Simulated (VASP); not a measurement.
## WS2: single point with PBE

WS2:

```
W S
1.0
     1.58589    0.91561    6.23747
    -1.58589    0.91561    6.23747
     0.00000   -1.83122    6.23747
W S
1 2
Direct
  0.99999 0.99999 0.99999
  0.41680 0.41680 0.41680
  0.24988 0.24988 0.24988
```

The cell was built by a generator and needn't be a form met in nature.

```
Program                : VASP 6.6.1
Task                   : single point
Functional             : PBE
Potentials or basis    : VASP PAW PBE potentials, release 64 (W_sv, S)
Cutoff                 : 520 eV
k mesh                 : 6 × 6 × 6
Occupations            : gaussian, width 0.01 eV
Spin                   : no spin polarisation
Dipole correction      : no
Further INCAR settings : ALGO = Fast; EDIFF = 1e-07; NBANDS = 20
```

```yaml
Pressure: 3.2 GPa
Largest_force: 0.203 eV/Å
Band_gap_on_the_k_mesh: 1.09 eV, indirect (least direct gap 1.84 eV)
```

Forces in eV/Å, atoms in the order of the input:
```
W    0.000  0.000  0.001
S    0.000  0.000  0.202
S    0.000  0.000 -0.203
```

Stress tensor (GPa, compression positive):
```
2.78 0.00 0.00
0.00 2.78 0.00
0.00 0.00 4.16
```

Levels at points of the mesh, in eV from the valence-band top:
```csv
k point,band 9,band 10,band 11,band 12,band 13,band 14,band 15,band 16,band 17,band 18
"(0.00, 0.00, 0.00)",-3.52,-2.30,-2.30,-1.59,-1.13,2.22,2.22,2.50,2.50,4.66
"(0.50, 0.00, 0.00)",-5.26,-4.13,-2.56,-1.85,-1.67,2.28,2.61,3.63,3.92,4.43
"(0.50, 0.50, 0.00)",-4.97,-4.06,-3.09,-2.01,-1.52,2.24,2.74,3.23,4.35,4.94
"(0.50, 0.50, 0.50)",-3.54,-3.54,-2.27,-2.27,0.00,2.30,2.30,2.39,2.39,4.90
```

Run time: 110 s on 1 thread of Intel(R) Xeon(R) Platinum 8259CL CPU @ 2.50GHz (Skylake/Cascade Lake), with other jobs on the host, peak memory 0.32 GiB.

Caveat: spin-orbit coupling is left out, which moves the levels of the heavy elements. A k mesh can miss the band edges.
